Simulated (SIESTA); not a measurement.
Si2Mo:

```
Mo Si
1.0
    -1.60000    1.60000    3.93050
     1.60000   -1.60000    3.93050
     1.60000    1.60000   -3.93050
Mo Si
1 2
Direct
  0.00000 0.00000 0.00000
  0.66700 0.66700 0.00000
  0.33300 0.33300 0.00000
```

Base run:

```yaml
Program: SIESTA 5.4.2
Functional: PBE
Potentials_or_basis: PseudoDojo 0.4 standard (PBE files)
Basis: DZP (energy shift 0.002 Ry)
Grid_cutoff: 800 Ry
Energy_shift: 0.002 Ry
k_mesh: 12 × 12 × 12
Occupations: fermi-dirac, width 0.05 eV
Spin: no spin polarisation
```

Its results: band gap on the k mesh none (metal or under the smearing width); pressure 2.7 GPa; largest force 0.280 eV/Å.

Task: The run is repeated on the same cell with these changes: functional from PBE to vdW-DF-cx. What comes out?

Result: Band gap on the k mesh none (metal or under the smearing width); pressure 0.8 GPa; largest force 0.345 eV/Å.

Caveats: semicore shells carry a single zeta, which can move pressures by several GPa and volumes by a few percent; the basis of atomic orbitals isn't converged, which shifts pressures, moduli and gaps; the potentials were made for another functional, which shifts forces and pressure (some runs).

Not every run made on this cell is shown here.
